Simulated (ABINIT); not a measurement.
Runs of ABINIT 10.8.3 (patched build) on B. It takes space group Pm-3m (No. 221, cubic). The conventional cell has a = 1.885 Å, b = 1.885 Å, c = 1.885 Å, α = 90.00°, β = 90.00°, γ = 90.00°. B (site symmetry m-3m) has 6 B at 1.89 Å as nearest neighbours. The cell was built by a generator and needn't be a form met in nature.

| level | gap on the mesh (eV) | pressure (GPa) |
| --- | --- | --- |
| PBE | none | 0.1 |
| revPBE | none | 2.9 |
| RPBE | none | (a) |
| BLYP | none | 7.7 |
| LDA | none | -7.0 |
| WC | none | -1.9 |
| r2SCAN | none | 0.0 |
| PW91 | none | (b) |
| AM05 | none | -4.2 |
| SCAN | none | -2.6 |
| PBEsol | none | -2.6 |

Alike in all rows: task single point; potentials or basis JTH PAW PBE v2.0; no spin polarisation; cell as given; k mesh 14 × 14 × 14; cutoff (eV) 490; smearing fermi-dirac 0.05 eV.

Task: Fill in the values left out.

Result: (a) 3.6; (b) 0.9.

Caveats: the PAW data sets were made with another functional, which shifts forces and pressure a little (some runs).

A gap of «none» marks a metal or a gap under the smearing width.
